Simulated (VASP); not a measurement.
Sb:

```
Sb
1.0
     2.15420    1.24373    3.75800
    -2.15420    1.24373    3.75800
     0.00000   -2.48746    3.75800
Sb
2
Direct
  0.23349 0.23349 0.23349
  0.76651 0.76651 0.76651
```

* Program: VASP 6.6.1
* Task: relaxation of cell and atoms
* Functional: PBE
* Potentials or basis: VASP PAW PBE potentials, release 64 (Sb)
* Cutoff: 300 eV
* k mesh: 5 × 5 × 5
* Occupations: methfessel-paxton, width 0.1 eV
* Spin: no spin polarisation

At the start: pressure 2.7 GPa; volume 30.21 Å³/atom.

Task: Where does the relaxation end?

Result: Over 8 steps the energy falls by 13.0 meV/atom and the volume is 31.85 Å³/atom (+5.4 %); space group R-3m (No. 166, to 0.05 Å).

Step by step:
```tsv
step	energy change (eV)	largest force (eV/Å)	pressure (GPa)	volume (Å³)
1	0.0000	0.0752	2.68	60.41
2	-0.0141	0.2781	-1.44	64.94
3	-0.0229	0.1511	0.00	63.14
4	-0.0248	0.0924	0.01	63.28
5	-0.0257	0.0222	0.03	63.44
6	-0.0257	0.0148	0.03	63.46
7	-0.0258	0.0109	0.01	63.54
8	-0.0260	0.0031	-0.03	63.70
```

Final structure:
```xyz
2
Lattice="2.1995 1.2699 3.8013 -2.1995 1.2699 3.8013 0.0000 -2.5398 3.8013" Properties=species:S:1:pos:R:3 pbc="T T T"
Sb    0.0000    0.0000    2.6458
Sb    0.0000    0.0000    8.7580
```
